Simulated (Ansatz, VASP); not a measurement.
## Two plane-wave programs on Mo

File INCAR:

```
SYSTEM = Mo
PREC = Accurate
ENCUT = 520
EDIFF = 1E-6
ISMEAR = -1
SIGMA = 0.1
LREAL = .FALSE.
LASPH = .TRUE.
NELM = 60
ALGO = Normal
ISIF = 2
LWAVE = .FALSE.
LCHARG = .TRUE.
GGA = RP
LELF = .TRUE.
LVHAR = .TRUE.
NBANDS = 13
```

Contents of KPOINTS:

```
regular mesh
0
G
  13 13 13
  0 0 0
```

The input POSCAR:

```
Mo
1.0
    2.6856351623      0.0000000000      0.0000000000
    0.0000000000      2.6856351623      0.0000000000
    0.0000000000      0.0000000000      2.6856351623
Mo
1
Direct
    0.0000000000      0.0000000000      0.0000000000
```

Input for Ansatz:

```yaml
crystal:
  lattice:
    - [2.6856351623, 0.0, 0.0]
    - [0.0, 2.6856351623, 0.0]
    - [0.0, 0.0, 2.6856351623]
  atoms:
    - { symbol: Mo, position: [0.0, 0.0, 0.0] }
hamiltonian:
  xc: rpbe
  pseudopotentials:
    kind: paw
    azcp:
      Mo: "pseudopotentials/Mo.paw.azcp"
basis:
  ecutwfc: 420
  fft_grid_basis: typed
kpoints:
  mp_grid: { grid: [13, 13, 13], shift: [0, 0, 0] }
magnetization:
  spin_polarized: false
scf:
  occupations: { method: fermi_dirac, width: 0.1 }
  lower_state_search: "off"
output:
  stress: true
  write_density: true
  write_potential: true
  elf: true
  volumetric_format: npy
```

Alike in both runs: task single point; functional RPBE; k mesh 13 × 13 × 13; occupations fermi-dirac, width 0.1 eV; no spin polarisation.

|  | VASP | Ansatz |
| --- | --- | --- |
| version | VASP 6.6.1 | Ansatz 0.2.0 |
| potentials or method | VASP PAW PBE potentials, release 64 (Mo_sv) | plane waves (420 eV) with PAW, scalar-relativistic |
| plane-wave cutoff (eV) | 520 | 420 |
| valence electrons in the cell | 14 | 14 |

```tsv
	VASP	Ansatz	Ansatz less VASP
pressure (GPa)	-12.3	-12.6	-0.29
```

Caveats: the PAW data sets were made with another functional, which shifts forces and pressure a little (VASP).
